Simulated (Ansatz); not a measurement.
An Ansatz run on MgTe (F-43m) from a database of computed structures left the output below. The cell was relaxed with r2SCAN and then strained (isotropic +4.63 % on every length), with the atoms relaxed again with r2SCAN; k points keep the names of the unstrained zone.

Structure:
```
CELL_PARAMETERS angstrom
0.00000 3.38281 3.38281
3.38281 0.00000 3.38281
3.38281 3.38281 0.00000
ATOMIC_POSITIONS crystal
Mg 0.00000 0.00000 0.00000
Te 0.75000 0.75000 0.75000
```

What the program printed (shortened):
```
scf.n_extra_bands = 4 over 13 filled bands (N_el = 26.0): the run solves 17 bands
Pseudopotential: Mg, paw, valence charge 10, recommended cutoff 500 eV (meta_gga)
Pseudopotential: Te, paw, valence charge 16, recommended cutoff 500 eV (meta_gga)
Functional definition: r2SCAN
Crystal: 2 atoms, lattice volume = 77.422 Å³
Basis set: ecut = 500 eV, 1989 PW (Γ)
Symmetry: 24 space group operations
Space group: F-43m (ITA 216)
k-points: 29 of 512 (time reversal used)
SCF 1 converged in 6 iterations: F = -8923.217073 eV  dr2 = 2.32e-8
Free energy (F): -8923.217073 eV
Fermi energy:    2.840731 eV
--- Forces (eV/Å), atoms counted from 1 ---
  atom   1  Mg      0.00000      0.00000      0.00000
  atom   2  Te      0.00000      0.00000      0.00000
--- Stress (GPa, compression-positive) ---
       -3.854309       0.000000       0.000000
        0.000000      -3.854309       0.000000
        0.000000       0.000000      -3.854309
  P = ⅓ Tr σ = -3.8543 GPa (-38.543 kbar)
--- Band table (eV; the first three rows and the last of 29) ---
  k-point 0: bands = […, -32.8812, -32.8812, -7.2258, 2.8407, 2.8407, 2.8407, 5.3274, 8.6358, 8.6358, 8.6358]
  k-point 1: bands = […, -32.8812, -32.8812, -7.1670, 2.1868, 2.7820, 2.7820, 5.9149, 8.5361, 8.7886, 8.7886]
  k-point 2: bands = […, -32.8811, -32.8811, -7.0162, 1.1489, 2.6508, 2.6508, 6.4208, 8.9582, 8.9582, 8.9988]
  k-point 28: bands = […, -32.8812, -32.8810, -6.6219, 0.5077, 1.2916, 1.6577, 7.7437, 8.4515, 9.2875, 9.6162]
```

The file bands.tsv (bands near the Fermi energy, numbered from 0, rounded):
```tsv
# k_distance	band_8	band_9	band_10	band_11	band_12	band_13	band_14	band_15	band_16
# fermi_ev = 2.840731
# [0, 0, 0] at k_distance = 0.000000
# [-0.5, -0.5, 0] at k_distance = 0.928692
# [-0.375, -0.375, 0.25] at k_distance = 1.257035
# [-0.375, 0, 0.375] at k_distance = 1.825740
# [0, 0, 0.5] at k_distance = 2.394446
# [-0.5, -0.25, 0.25] at k_distance = 3.051130
# levels_relative_to = fermi_ev
0.000	-35.722	-10.067	0.000	0.000	0.000	2.487	5.795	5.795	5.795
0.929	-35.722	-9.466	-2.631	-0.992	-0.992	3.371	3.937	9.576	9.632
1.257	-35.722	-9.477	-2.422	-1.601	-0.798	3.904	5.386	7.924	8.100
1.826	-35.722	-9.477	-2.422	-1.601	-0.798	3.904	5.386	7.924	8.100
2.394	-35.722	-9.618	-2.760	-0.355	-0.355	3.464	5.913	5.913	7.494
3.051	-35.722	-9.463	-2.333	-1.549	-1.183	4.903	5.611	6.447	6.776
```
In order the rows are Γ, X, U, K, L, W.

Question: Write the input file that gave this output.

Answer:
```yaml
crystal:
  # lattice and atoms as above
kpoints:
  mp_grid: { grid: [8, 8, 8] }
  band_path:
    path:
      - [0.0, 0.0, 0.0]
      - [-0.5, -0.5, 0.0]
      - [-0.375, -0.375, 0.25]
      - [-0.375, 0.0, 0.375]
      - [0.0, 0.0, 0.5]
      - [-0.5, -0.25, 0.25]
    npoints: 1
hamiltonian:
  xc: r2scan
scf:
  occupations: { method: fixed }
  n_extra_bands: 4
output:
  forces: true
  stress: true
  eigenvalues: true
```
A single point prints forces and stress when the output block asks for them. This is the file that was run; thresholds and some counts can't be read off the log exactly.

Command: `ansatz run input.yaml --threads 4 --pin off --max-ram 5529MiB --backend cpu --events-out ev --progress --plain --runs-dir out`. It took 2.5 s on 4 threads of Arm Neoverse V2 (shared host); peak host memory 0.55 GiB.

The values are computed, spin-unpolarised, and not measurements.

No spin-orbit coupling is included; it can move band edges with weight on the heavy atoms by tenths of an eV.
